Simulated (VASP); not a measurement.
Write the native input for VASP 6.6.1 that does the following.

- Task: single point
- Functional: PBE
- Potentials or basis: VASP PAW PBE potentials, release 64 (Y_sv)
- Cutoff: 520 eV
- k mesh: 14 × 14 × 14
- Occupations: gaussian, width 0.05 eV
- Spin: non-collinear spin, zero start, spin-orbit coupling
- Starting moments: [[0.0, 0.0, 0.0]] μB
- Dipole correction: no
- Further INCAR settings: ALGO = Normal; EDIFF = 1e-06; NBANDS = 22

The structure of Y lies in POSCAR:

```
Y
1.0
   -2.0195363156      2.0195363156      2.0195363156
    2.0195363156     -2.0195363156      2.0195363156
    2.0195363156      2.0195363156     -2.0195363156
Y
1
Direct
    0.0000000000      0.0000000000      0.0000000000
```

The cell was built by a generator and needn't be a form met in nature.

These files were run (other wordings do the same):

INCAR

```
PREC = Accurate
ENCUT = 520
EDIFF = 1E-6
ISMEAR = 0
SIGMA = 0.05
LREAL = F
LASPH = T
NELM = 150
ALGO = Normal
ISIF = 2
LWAVE = F
LCHARG = F
LNONCOLLINEAR = T
MAGMOM = 0 0 0
LORBIT = 11
LSORBIT = T
GGA_COMPAT = F
LORBMOM = T
LMAXMIX = 4
GGA = PE
NBANDS = 22
```

KPOINTS

```
regular mesh
0
Gamma
  14 14 14
```

Potentials or basis: VASP PAW PBE potentials, release 64 (Y_sv).

Run with:

```bash
$ cat potpaw_PBE.64/Y_sv/POTCAR > POTCAR
$ mpirun -np 1 vasp_ncl > vasp.out
```

Results of the run:

| Quantity | Value |
| --- | --- |
| Pressure | -0.1 GPa |
| Net moment | 0.00 μB per cell |
| Valence electrons inside the program's atomic spheres | Y 9.42 |

Wall time 2.6 min on 1 thread of Intel(R) Xeon(R) Platinum 8488C (Sapphire Rapids) (shared host), peak memory 0.33 GiB.
